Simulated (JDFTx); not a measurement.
# W (Im-3m) in JDFTx: equation of state

Aim: energy against volume of W in PBEsol, for its equilibrium volume and stiffness.

Program: JDFTx 1.7.0 (patched build). These are calculated values, not measurements. Logs are shortened: lines on timing, memory, paths and dates and some standing lists are left out, and cuts for length are marked. The log counts tension as positive stress, the text compression.

## 1. The structure

It takes space group Im-3m (No. 229, cubic). Conventional cell: a = 3.165 Å, b = 3.165 Å, c = 3.165 Å, α = 90.00°, β = 90.00°, γ = 90.00°. W (site symmetry m-3m) has 8 W at 2.74 Å as nearest neighbours.

## 2. Equation of state, PBEsol, 14.90 Å³/atom (volume scaled by 0.94)

W.in reads:

```
lattice \
   -2.9291570938     2.9291570938     2.9291570938 \
    2.9291570938    -2.9291570938     2.9291570938 \
    2.9291570938     2.9291570938    -2.9291570938
coords-type Lattice
ion W      0.0000000000     0.0000000000     0.0000000000 1

ion-species pseudo/W.upf
elec-cutoff 37
elec-ex-corr gga-PBEsol
kpoint-folding 12 12 12
elec-smearing Fermi 0.0018374661
elec-n-bands 13
electronic-SCF nIterations 100 energyDiffThreshold 1e-09
electronic-minimize nIterations 30 energyDiffThreshold 1e-7
forces-output-coords Cartesian

dump-name run.$VAR
dump End Ecomponents EigStats BandEigs Kpoints Forces Stress ElecDensity Dtot KEdensity
```

Potentials or basis: PseudoDojo-SR-PBEsol-0.4.1-standard with smoothed tails.

Command:

```bash
> jdftx -c 1 -i W.in -o W.out
```

Standard output:

```text
*************** JDFTx 1.7.0 (patched build) ***************

Input parsed successfully to the following command list (including defaults):
[... the input with its defaults ...]

---------- Setting up symmetries ----------

Found 48 point-group symmetries of the bravais lattice
Found 48 space-group symmetries with basis
Applied RMS atom displacement 0 bohrs to make symmetries exact.

---------- Initializing the Grid ----------
R =
[     -2.92916      2.92916      2.92916  ]
[      2.92916     -2.92916      2.92916  ]
[      2.92916      2.92916     -2.92916  ]
unit cell volume = 100.528
G =
[ 1.21795e-17    1.07252    1.07252  ]
[    1.07252 1.21795e-17    1.07252  ]
[    1.07252    1.07252 1.21795e-17  ]
Minimum fftbox size, Smin = [  28  28  28  ]
Chosen fftbox size, S = [  28  28  28  ]

---------- Exchange Correlation functional ----------
Initalized PBEsol GGA exchange.
Initalized PBEsol GGA correlation.

---------- Setting up pseudopotentials ----------
Width of ionic core gaussian charges (only for fluid interactions / plotting) set to 0

Reading pseudopotential file 'pseudo/W.upf':
  'W' pseudopotential, 'PBESOL' functional
  Generated using ONCVPSP code by D. R. Hamann
  14 valence electrons, 4 orbitals, 8 projectors, 1001 radial grid points, with lMax = 3
    5S    l: 0   occupation:  2.0   eigenvalue: -2.907164
    5P    l: 1   occupation:  6.0   eigenvalue: -1.588366
    5D    l: 2   occupation:  4.0   eigenvalue: -0.165815
    6S    l: 0   occupation:  2.0   eigenvalue: -0.211168
  Core radius for overlap checks: 2.00 bohrs.

Initialized 1 species with 1 total atoms.

Folded 1 k-points by 12x12x12 to 1728 k-points.

---------- Setting up k-points, bands, fillings ----------
Reduced to 72 k-points under symmetry.
Computing the number of bands and number of electrons
Calculating initial fillings.
nElectrons:  14.000000   nBands: 13   nStates: 72

----- Setting up reduced wavefunction bases (one per k-point) -----
average nbasis = 1080.417 , ideal nbasis = 1080.649

---------- Setting up ewald sum ----------
Optimum gaussian width for ewald sums = 1.828902 bohr.
Real space sum over 2197 unit cells with max indices [  6  6  6  ]
Reciprocal space sum over 2197 terms with max indices [  6  6  6  ]

---------- Allocating electronic variables ----------
Initializing wave functions:  linear combination of atomic orbitals
Note: number of bands (13) exceeds available atomic orbitals (10)
W pseudo-atom occupations:   s ( 2 2 )  p ( 6 )  d ( 4 )
	FillingsUpdate:  mu: +0.891669890  nElectrons: 14.000000
LCAOMinimize: Iter:   0  F: -69.0639977139529435  |grad|_K:  4.481e-04  alpha:  1.000e+00
	FillingsUpdate:  mu: +0.895226576  nElectrons: 14.000000
LCAOMinimize: Iter:   1  F: -69.0648640078889571  |grad|_K:  1.026e-05  alpha:  7.231e-01  linmin: -3.851e-02  cgtest:  1.847e-01
LCAOMinimize: Encountered beta<0, resetting CG.
	FillingsUpdate:  mu: +0.895247533  nElectrons: 14.000000
LCAOMinimize: Iter:   2  F: -69.0648646237249864  |grad|_K:  6.594e-07  alpha:  9.618e-01  linmin:  2.225e-02  cgtest: -5.641e-02
	FillingsUpdate:  mu: +0.895242551  nElectrons: 14.000000
LCAOMinimize: Iter:   3  F: -69.0648646256837679  |grad|_K:  4.300e-08  alpha:  7.451e-01  linmin:  3.768e-04  cgtest:  1.033e-01
LCAOMinimize: Encountered beta<0, resetting CG.
LCAOMinimize: Converged (|Delta F|<1.000000e-06 for 2 iters).

-------- Electronic minimization -----------
Will mix electronic density at each iteration.
	FillingsUpdate:  mu: +0.895242551  nElectrons: 14.000000
	FillingsUpdate:  mu: +0.884772988  nElectrons: 14.000000
SCF: Cycle:  0   F: -69.087392081566193   dF: -2.253e-02   |Residual|: 2.646e-02   |deigs|: 2.483e-01
	FillingsUpdate:  mu: +0.882412202  nElectrons: 14.000000
SCF: Cycle:  1   F: -69.088064031951930   dF: -6.720e-04   |Residual|: 1.057e-02   |deigs|: 7.672e-03
	FillingsUpdate:  mu: +0.881152156  nElectrons: 14.000000
SCF: Cycle:  2   F: -69.088143809606905   dF: -7.978e-05   |Residual|: 1.978e-03   |deigs|: 3.088e-03
	FillingsUpdate:  mu: +0.881296155  nElectrons: 14.000000
SCF: Cycle:  3   F: -69.088145590316032   dF: -1.781e-06   |Residual|: 4.387e-04   |deigs|: 5.744e-04
	FillingsUpdate:  mu: +0.881244186  nElectrons: 14.000000
SCF: Cycle:  4   F: -69.088146181598418   dF: -5.913e-07   |Residual|: 8.773e-05   |deigs|: 3.699e-04
	FillingsUpdate:  mu: +0.881233727  nElectrons: 14.000000
SCF: Cycle:  5   F: -69.088146296137595   dF: -1.145e-07   |Residual|: 4.074e-05   |deigs|: 3.136e-04
	FillingsUpdate:  mu: +0.881238344  nElectrons: 14.000000
SCF: Cycle:  6   F: -69.088146337815246   dF: -4.168e-08   |Residual|: 1.608e-05   |deigs|: 1.155e-03
	FillingsUpdate:  mu: +0.881238217  nElectrons: 14.000000
SCF: Cycle:  7   F: -69.088146344646702   dF: -6.831e-09   |Residual|: 1.873e-05   |deigs|: 6.231e-04
	FillingsUpdate:  mu: +0.881237830  nElectrons: 14.000000
SCF: Cycle:  8   F: -69.088146347221098   dF: -2.574e-09   |Residual|: 1.249e-05   |deigs|: 3.039e-04
	FillingsUpdate:  mu: +0.881237850  nElectrons: 14.000000
SCF: Cycle:  9   F: -69.088146347702960   dF: -4.819e-10   |Residual|: 1.200e-05   |deigs|: 2.285e-04
	FillingsUpdate:  mu: +0.881238174  nElectrons: 14.000000
SCF: Cycle: 10   F: -69.088146347912769   dF: -2.098e-10   |Residual|: 9.073e-06   |deigs|: 5.046e-04
SCF: Converged (|Delta E|<1.000000e-09 for 2 iters).

Setting wave functions to eigenvectors of Hamiltonian

# Stress tensor in Cartesian coordinates [Eh/a0^3]:
[ -0.000629718            0            0  ]
[            0 -0.000629718            0  ]
[            0            0 -0.000629718  ]

# Ionic positions in lattice coordinates:
ion W   0.000000000000000   0.000000000000000   0.000000000000000 1

# Forces in Cartesian coordinates:
force W  -0.000000000000000  -0.000000000000000  -0.000000000000000 1

# Energy components:
   Eewald =      -60.8784142726143713
       EH =        7.5904189533524846
     Eloc =      -39.1349975756448245
      Enl =       12.6702224866761402
      Exc =      -16.5220400033635642
 Exc_core =        6.7416912842251913
       KE =       20.4451631260992421
-------------------------------------
     Etot =      -69.0879560012696885
       TS =        0.0001903466430838
-------------------------------------
        F =      -69.0881463479127689

IonicMinimize: Iter:   0  F: -69.088146347912769  |grad|_K:  0.000e+00
IonicMinimize: Converged (|grad|_K<1.000000e-04).

#--- Lowdin population analysis ---
# oxidation-state W +0.123

Dumping 'run.eigStats' ...
	eMin: -1.840346 at state 0 ( [ +0.000000 +0.000000 +0.000000 ] spin 0 )
	HOMO: +0.880487 at state 5 ( [ +0.000000 +0.000000 +0.416667 ] spin 0 )
	mu  : +0.881238
	LUMO: +0.883029 at state 11 ( [ +0.000000 +0.083333 +0.416667 ] spin 0 )
	eMax: +1.697600 at state 4 ( [ +0.000000 +0.000000 +0.333333 ] spin 0 )
	HOMO-LUMO gap: +0.002542
	Optical gap  : +0.022417 at state 59 ( [ +0.250000 +0.333333 -0.333333 ] spin 0 )
Done!
```

Run time: 27 s. Hardware: 1 thread of Arm Neoverse V2, shared host; peak memory 0.09 GiB.

Results:

```yaml
Free_energy: -1879.9842 eV
Pressure: 18.5 GPa
Band_gap_on_the_k_mesh: none (metal or under the smearing width)
```

## 3. Equation of state, PBEsol, 15.21 Å³/atom (volume scaled by 0.96)

W.in reads:

```
lattice \
   -2.9497856403     2.9497856403     2.9497856403 \
    2.9497856403    -2.9497856403     2.9497856403 \
    2.9497856403     2.9497856403    -2.9497856403
coords-type Lattice
ion W      0.0000000000     0.0000000000     0.0000000000 1

ion-species pseudo/W.upf
elec-cutoff 37
elec-ex-corr gga-PBEsol
kpoint-folding 12 12 12
elec-smearing Fermi 0.0018374661
elec-n-bands 13
electronic-SCF nIterations 100 energyDiffThreshold 1e-09
electronic-minimize nIterations 30 energyDiffThreshold 1e-7
forces-output-coords Cartesian

dump-name run.$VAR
dump End Ecomponents EigStats BandEigs Kpoints Forces Stress
```

Potentials or basis: PseudoDojo-SR-PBEsol-0.4.1-standard with smoothed tails.

Command:

```bash
> jdftx -c 1 -i W.in -o W.out
```

Run time: 26 s. Hardware: 1 thread of Arm Neoverse V2, shared host; peak memory 0.09 GiB.

Results (log left out):

```
Free energy            : -1880.0132 eV
Pressure               : 10.7 GPa
Band gap on the k mesh : none (metal or under the smearing width)
```

## 4. Equation of state, PBEsol, 15.53 Å³/atom (volume scaled by 0.98)

Edit W.in of step 3 so:

```diff
@@ -1,5 +1,5 @@
 lattice \
-   -2.9497856403     2.9497856403     2.9497856403 \
-    2.9497856403    -2.9497856403     2.9497856403 \
-    2.9497856403     2.9497856403    -2.9497856403
+   -2.9701296324     2.9701296324     2.9701296324 \
+    2.9701296324    -2.9701296324     2.9701296324 \
+    2.9701296324     2.9701296324    -2.9701296324
 coords-type Lattice
```

Command:

```bash
> jdftx -c 1 -i W.in -o W.out
```

Run time: 26 s. Hardware: 1 thread of Arm Neoverse V2, shared host; peak memory 0.09 GiB.

The run converged. Its results:

```
Free energy            : -1880.0275 eV
Pressure               : 3.6 GPa
Band gap on the k mesh : none (metal or under the smearing width)
```

## 5. Equation of state, PBEsol, 15.85 Å³/atom

Edit W.in of step 4 so:

```diff
@@ -1,5 +1,5 @@
 lattice \
-   -2.9701296324     2.9701296324     2.9701296324 \
-    2.9701296324    -2.9701296324     2.9701296324 \
-    2.9701296324     2.9701296324    -2.9701296324
+   -2.9901986847     2.9901986847     2.9901986847 \
+    2.9901986847    -2.9901986847     2.9901986847 \
+    2.9901986847     2.9901986847    -2.9901986847
 coords-type Lattice
```

Command:

```bash
> jdftx -c 1 -i W.in -o W.out
```

It took 26 s on 1 thread of Arm Neoverse V2, shared host; peak memory 0.09 GiB.

It converged, with:

```
Free energy            : -1880.0283 eV
Pressure               : -2.8 GPa
Band gap on the k mesh : none (metal or under the smearing width)
```

## 6. Equation of state, PBEsol, 16.16 Å³/atom (volume scaled by 1.02)

Edit W.in of step 5 so:

```diff
@@ -1,5 +1,5 @@
 lattice \
-   -2.9901986847     2.9901986847     2.9901986847 \
-    2.9901986847    -2.9901986847     2.9901986847 \
-    2.9901986847     2.9901986847    -2.9901986847
+   -3.0100019022     3.0100019022     3.0100019022 \
+    3.0100019022    -3.0100019022     3.0100019022 \
+    3.0100019022     3.0100019022    -3.0100019022
 coords-type Lattice
```

Potentials or basis: PseudoDojo-SR-PBEsol-0.4.1-standard with smoothed tails.

Command:

```bash
> jdftx -c 1 -i W.in -o W.out
```

It took 27 s on 1 thread of Arm Neoverse V2, shared host; peak memory 0.09 GiB.

It converged, with:

```
Free energy            : -1880.0170 eV
Pressure               : -8.6 GPa
Band gap on the k mesh : none (metal or under the smearing width)
```

## 7. Equation of state, PBEsol, 16.48 Å³/atom (volume scaled by 1.04)

Edit W.in of step 6 so:

```diff
@@ -1,5 +1,5 @@
 lattice \
-   -3.0100019022     3.0100019022     3.0100019022 \
-    3.0100019022    -3.0100019022     3.0100019022 \
-    3.0100019022     3.0100019022    -3.0100019022
+   -3.0295479166     3.0295479166     3.0295479166 \
+    3.0295479166    -3.0295479166     3.0295479166 \
+    3.0295479166     3.0295479166    -3.0295479166
 coords-type Lattice
```

Command:

```bash
> jdftx -c 1 -i W.in -o W.out
```

Run time: 27 s. Hardware: 1 thread of Arm Neoverse V2, shared host; peak memory 0.1 GiB.

The run converged. Its results:

- Free energy: -1879.9947 eV
- Pressure: -14.0 GPa
- Band gap on the k mesh: none (metal or under the smearing width)

## 8. Equation of state, PBEsol, 16.80 Å³/atom (volume scaled by 1.06)

Edit W.in of step 7 so:

```diff
@@ -1,5 +1,5 @@
 lattice \
-   -3.0295479166     3.0295479166     3.0295479166 \
-    3.0295479166    -3.0295479166     3.0295479166 \
-    3.0295479166     3.0295479166    -3.0295479166
+   -3.0488449205     3.0488449205     3.0488449205 \
+    3.0488449205    -3.0488449205     3.0488449205 \
+    3.0488449205     3.0488449205    -3.0488449205
 coords-type Lattice
```

Potentials or basis: PseudoDojo-SR-PBEsol-0.4.1-standard with smoothed tails.

Command:

```bash
> jdftx -c 1 -i W.in -o W.out
```

Standard output:

```text
*************** JDFTx 1.7.0 (patched build) ***************

Input parsed successfully to the following command list (including defaults):
[... the input with its defaults ...]

---------- Setting up symmetries ----------

Found 48 point-group symmetries of the bravais lattice
Found 48 space-group symmetries with basis
Applied RMS atom displacement 0 bohrs to make symmetries exact.

---------- Initializing the Grid ----------
R =
[     -3.04884      3.04884      3.04884  ]
[      3.04884     -3.04884      3.04884  ]
[      3.04884      3.04884     -3.04884  ]
unit cell volume = 113.362
G =
[ -3.84076e-17    1.03042    1.03042  ]
[    1.03042 -3.84076e-17    1.03042  ]
[    1.03042    1.03042 -3.84076e-17  ]
Minimum fftbox size, Smin = [  32  32  32  ]
Chosen fftbox size, S = [  32  32  32  ]

---------- Exchange Correlation functional ----------
Initalized PBEsol GGA exchange.
Initalized PBEsol GGA correlation.

---------- Setting up pseudopotentials ----------
Width of ionic core gaussian charges (only for fluid interactions / plotting) set to 0

Reading pseudopotential file 'pseudo/W.upf':
  'W' pseudopotential, 'PBESOL' functional
  Generated using ONCVPSP code by D. R. Hamann
  14 valence electrons, 4 orbitals, 8 projectors, 1001 radial grid points, with lMax = 3
    5S    l: 0   occupation:  2.0   eigenvalue: -2.907164
    5P    l: 1   occupation:  6.0   eigenvalue: -1.588366
    5D    l: 2   occupation:  4.0   eigenvalue: -0.165815
    6S    l: 0   occupation:  2.0   eigenvalue: -0.211168
  Core radius for overlap checks: 2.00 bohrs.

Initialized 1 species with 1 total atoms.

Folded 1 k-points by 12x12x12 to 1728 k-points.

---------- Setting up k-points, bands, fillings ----------
Reduced to 72 k-points under symmetry.
Computing the number of bands and number of electrons
Calculating initial fillings.
nElectrons:  14.000000   nBands: 13   nStates: 72

----- Setting up reduced wavefunction bases (one per k-point) -----
average nbasis = 1218.943 , ideal nbasis = 1218.604

---------- Setting up ewald sum ----------
Optimum gaussian width for ewald sums = 1.903633 bohr.
Real space sum over 2197 unit cells with max indices [  6  6  6  ]
Reciprocal space sum over 2197 terms with max indices [  6  6  6  ]

---------- Allocating electronic variables ----------
Initializing wave functions:  linear combination of atomic orbitals
Note: number of bands (13) exceeds available atomic orbitals (10)
W pseudo-atom occupations:   s ( 2 2 )  p ( 6 )  d ( 4 )
	FillingsUpdate:  mu: +0.775838829  nElectrons: 14.000000
LCAOMinimize: Iter:   0  F: -69.0613008239522941  |grad|_K:  5.252e-04  alpha:  1.000e+00
	FillingsUpdate:  mu: +0.780643071  nElectrons: 14.000000
LCAOMinimize: Iter:   1  F: -69.0625219764226586  |grad|_K:  9.028e-06  alpha:  7.231e-01  linmin: -1.894e-02  cgtest:  9.792e-02
LCAOMinimize: Encountered beta<0, resetting CG.
	FillingsUpdate:  mu: +0.780644124  nElectrons: 14.000000
LCAOMinimize: Iter:   2  F: -69.0625224601751029  |grad|_K:  1.558e-07  alpha:  9.766e-01  linmin:  1.030e-01  cgtest: -1.691e-01
	FillingsUpdate:  mu: +0.780642793  nElectrons: 14.000000
LCAOMinimize: Iter:   3  F: -69.0625224602842565  |grad|_K:  3.204e-08  alpha:  7.656e-01  linmin:  3.067e-04  cgtest:  1.524e-01
LCAOMinimize: Converged (|Delta F|<1.000000e-06 for 2 iters).

-------- Electronic minimization -----------
Will mix electronic density at each iteration.
	FillingsUpdate:  mu: +0.780642793  nElectrons: 14.000000
	FillingsUpdate:  mu: +0.770617296  nElectrons: 14.000000
SCF: Cycle:  0   F: -69.086593267587915   dF: -2.407e-02   |Residual|: 2.892e-02   |deigs|: 1.205e-01
	FillingsUpdate:  mu: +0.766936544  nElectrons: 14.000000
SCF: Cycle:  1   F: -69.087256064530081   dF: -6.628e-04   |Residual|: 1.295e-02   |deigs|: 7.758e-03
	FillingsUpdate:  mu: +0.764777372  nElectrons: 14.000000
SCF: Cycle:  2   F: -69.087343214782294   dF: -8.715e-05   |Residual|: 2.551e-03   |deigs|: 3.791e-03
	FillingsUpdate:  mu: +0.765107229  nElectrons: 14.000000
SCF: Cycle:  3   F: -69.087345352521396   dF: -2.138e-06   |Residual|: 7.320e-04   |deigs|: 8.029e-04
	FillingsUpdate:  mu: +0.764964312  nElectrons: 14.000000
SCF: Cycle:  4   F: -69.087346130876114   dF: -7.784e-07   |Residual|: 1.255e-04   |deigs|: 3.233e-04
	FillingsUpdate:  mu: +0.764959801  nElectrons: 14.000000
SCF: Cycle:  5   F: -69.087346226631780   dF: -9.576e-08   |Residual|: 9.262e-05   |deigs|: 1.403e-04
	FillingsUpdate:  mu: +0.764969777  nElectrons: 14.000000
SCF: Cycle:  6   F: -69.087346266021314   dF: -3.939e-08   |Residual|: 1.719e-05   |deigs|: 1.348e-04
	FillingsUpdate:  mu: +0.764965142  nElectrons: 14.000000
SCF: Cycle:  7   F: -69.087346271852965   dF: -5.832e-09   |Residual|: 4.255e-05   |deigs|: 1.002e-04
	FillingsUpdate:  mu: +0.764967633  nElectrons: 14.000000
SCF: Cycle:  8   F: -69.087346274467123   dF: -2.614e-09   |Residual|: 1.085e-05   |deigs|: 3.613e-04
	FillingsUpdate:  mu: +0.764967789  nElectrons: 14.000000
SCF: Cycle:  9   F: -69.087346274887395   dF: -4.203e-10   |Residual|: 9.155e-06   |deigs|: 3.454e-04
	FillingsUpdate:  mu: +0.764968063  nElectrons: 14.000000
SCF: Cycle: 10   F: -69.087346275062956   dF: -1.756e-10   |Residual|: 6.751e-06   |deigs|: 2.135e-04
SCF: Converged (|Delta E|<1.000000e-09 for 2 iters).

Setting wave functions to eigenvectors of Hamiltonian

# Stress tensor in Cartesian coordinates [Eh/a0^3]:
[  0.000637389            0            0  ]
[            0  0.000637389            0  ]
[            0            0  0.000637389  ]

# Ionic positions in lattice coordinates:
ion W   0.000000000000000   0.000000000000000   0.000000000000000 1

# Forces in Cartesian coordinates:
force W  -0.000000000000000   0.000000000000000  -0.000000000000000 1

# Energy components:
   Eewald =      -58.4885239084835789
       EH =        8.4115566857723607
     Eloc =      -42.1407991622388991
      Enl =       12.6342462530505220
      Exc =      -16.4286518671336665
 Exc_core =        6.7416910882966246
       KE =       20.1832763095169980
-------------------------------------
     Etot =      -69.0872046012196535
       TS =        0.0001416738433090
-------------------------------------
        F =      -69.0873462750629557

IonicMinimize: Iter:   0  F: -69.087346275062956  |grad|_K:  0.000e+00
IonicMinimize: Converged (|grad|_K<1.000000e-04).

#--- Lowdin population analysis ---
# oxidation-state W +0.159

Dumping 'run.eigStats' ...
	eMin: -1.959555 at state 0 ( [ +0.000000 +0.000000 +0.000000 ] spin 0 )
	HOMO: +0.761452 at state 7 ( [ +0.000000 +0.083333 +0.083333 ] spin 0 )
	mu  : +0.764968
	LUMO: +0.765260 at state 50 ( [ +0.166667 +0.333333 -0.250000 ] spin 0 )
	eMax: +1.511630 at state 64 ( [ +0.250000 -0.416667 -0.416667 ] spin 0 )
	HOMO-LUMO gap: +0.003808
	Optical gap  : +0.019120 at state 59 ( [ +0.250000 +0.333333 -0.333333 ] spin 0 )
Done!
```

Wall time 27 s (1 thread of Arm Neoverse V2, shared host); peak memory 0.1 GiB.

What came out:

- Free energy: -1879.9625 eV
- Pressure: -18.8 GPa
- Band gap on the k mesh: none (metal or under the smearing width)

## 9. Equation of state, PBEsol

Potentials or basis: PseudoDojo-SR-PBEsol-0.4.1-standard with smoothed tails.

This step only gathers the single runs of the series.

Results:

```
Equilibrium volume                      : 15.71 Å³/atom
Bulk modulus                            : 317 GPa
Pressure derivative of the bulk modulus : 3.8
```

Energy against volume, from the lowest point:
```csv
volume (Å³/atom),energy (meV/atom)
14.897,44.09
15.214,15.11
15.531,0.86
15.848,0.00
16.165,11.28
16.482,33.58
16.798,65.86
```
